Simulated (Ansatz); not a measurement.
## CaSe: energy along a strain

CaSe, Fm-3m, a = 5.912 Å (as given, not relaxed at this level: 1.2 GPa). Ansatz: PBE, PAW, 420 eV, Γ-centred 8×8×8 mesh on 2 atoms, Gaussian smearing 0.05 eV; no spin polarisation. Cell vectors (Å): 0.000 2.956 2.956; 2.956 0.000 2.956; 2.956 2.956 0.000. The cell is strained by x per cent times the pattern (0 1 0 0 0 0) in the order xx yy zz yz xz xy (engineering shears), with fractional coordinates held. y is the free energy over the start, V0 = 25.829 Å³/atom. Points with a strain past 8.5 % were computed too (3) and aren't used here.

| x (%) | y (meV/atom) |
| --- | --- |
| -7.50 | ? |
| -5.00 | 38.37 |
| -2.50 | 11.22 |
| 0.00 | 0.00 |
| 2.50 | 0.58 |
| 5.00 | 9.75 |
| 7.50 | 25.04 |

Task: Fit y = c1 x + c2 x² + c3 x³ to the other rows, get the stiffness along the pattern, and predict the missing energy.

Result: Least squares on the rows shown. y = −1.9820 x + 0.96417 x² − 0.034126 x³. The clamped-ion stiffness p·C·p = 2 × 9.642 eV × 160.2 / 25.829 Å³ = 120 GPa, which is C22 in these axes (C11 of the cubic crystal) (second derivative at the start, which stands under stress). At x = -7.50 the fit asked for gives 83.50 meV/atom. The run gave 86.79 meV/atom, so the fit is 3.29 meV/atom too low, 3.8 % of the span of the series, against an rms of 0.16 meV/atom on the fitted rows. The row lies outside the fitted range. With a term in x⁴ added, a fit to the same known rows predicts 86.37 meV/atom, so most of the miss is curvature that the known rows already hold.